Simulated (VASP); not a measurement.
A run of VASP 6.6.1 is set up as follows.

Contents of POSCAR:

```
H12CO5
1.0
    5.3085660000      0.0000000000      0.0000000000
    0.0000000000      5.3085660000      0.0000000000
    0.0000000000      0.0000000000      5.3085660000
O H C
5 12 1
Direct
    0.5337034521      0.1687084610      0.2737839183
    0.3192387549      0.8401892338      0.9384831987
    0.8442392917      0.8491747112      0.5361899993
    0.4142361610      0.4638164054      0.6206384172
   -0.1002719002      0.5942282718      0.0381647322
    0.4317738538      0.0313644024      0.1981326030
    0.4237490878      0.2870455034      0.3472877610
    0.2988377652      0.9694520140      0.8151542243
    0.1483263088      0.7969007073      0.9903051031
    0.8115751033      0.9579988268      0.3984880286
    0.6932380609      0.8754341568      0.6257622115
    0.5725651711      0.5524467436      0.5531248929
    0.3824573341      0.5425947422      0.7777806662
    0.0141846216      0.3489454591     -0.2685847741
   -0.1701966218      0.5493385596      0.1957967557
    0.2135039858      0.3982619788      0.0236975485
   -0.0710549704      0.2022203360      0.0402745299
    0.0208907641      0.3660875649     -0.0572659358
```

INCAR.step1

```
PREC = Accurate
ENCUT = 520
ISMEAR = -1
SIGMA = 0.02
LREAL = Auto
LASPH = True
NELM = 60
NBANDS = 38
GGA = PE
ALGO = Normal
EDIFF = 1E-4
LWAVE = True
LCHARG = False
```

File INCAR.step2:

```
PREC = Accurate
ENCUT = 520
EDIFF = 1E-6
ISMEAR = -1
SIGMA = 0.02
LREAL = Auto
LASPH = True
NELM = 60
ALGO = Normal
ISIF = 2
LWAVE = False
LCHARG = False
METAGGA = R2SCAN
LMIXTAU = True
IVDW = 12
VDW_S6 = 1.0
VDW_S8 = 0.78981345
VDW_A1 = 0.49484001
VDW_A2 = 5.73083694
NBANDS = 38
ISTART = 1
```

File KPOINTS:

```
Automatic mesh
0
Gamma
  1 1 1
```

Potentials or basis: VASP PAW PBE potentials, release 64 (O, H, C).

Launch:

```sh
$ cat potpaw_PBE.64/O/POTCAR potpaw_PBE.64/H/POTCAR potpaw_PBE.64/C/POTCAR > POTCAR
$ cp INCAR.step1 INCAR
$ mpirun -np 1 vasp_gam > vasp.out
$ cp INCAR.step2 INCAR
$ mpirun -np 1 vasp_gam > vasp.out
```

Question: Predict the largest force.

Answer: 3.222 eV/Å.

Question: Predict the dispersion energy per atom.

Answer: -0.021 eV.

Question: Predict the band gap on the k mesh.

Answer: 5.25 eV, direct.

Question: Predict the pressure.

Answer: 1.0 GPa.

Forces in eV/Å, atoms in the order of the input:
```
O    0.706 -1.849 -1.298
O    0.419  0.096  0.797
O    1.074 -1.024  0.132
O    2.388  0.459 -2.114
O   -0.304 -0.225 -1.582
H    0.541  0.728 -0.098
H   -0.864  0.610  0.927
H   -0.096  0.509 -0.556
H   -0.498 -0.211 -0.011
H   -0.152  0.821 -1.110
H   -0.908  0.261  1.216
H   -1.721 -1.062  1.041
H   -0.053  0.903  0.720
H   -0.122  0.402  1.245
H   -0.481 -0.054  1.072
H   -0.319 -1.075 -0.901
H    0.270  0.475 -0.662
C    0.120  0.236  1.181
```

Caveat: the PAW data sets were made with another functional, which shifts forces and pressure a little. r2SCAN opens gaps a little over a GGA but as a rule still falls short of measured ones.
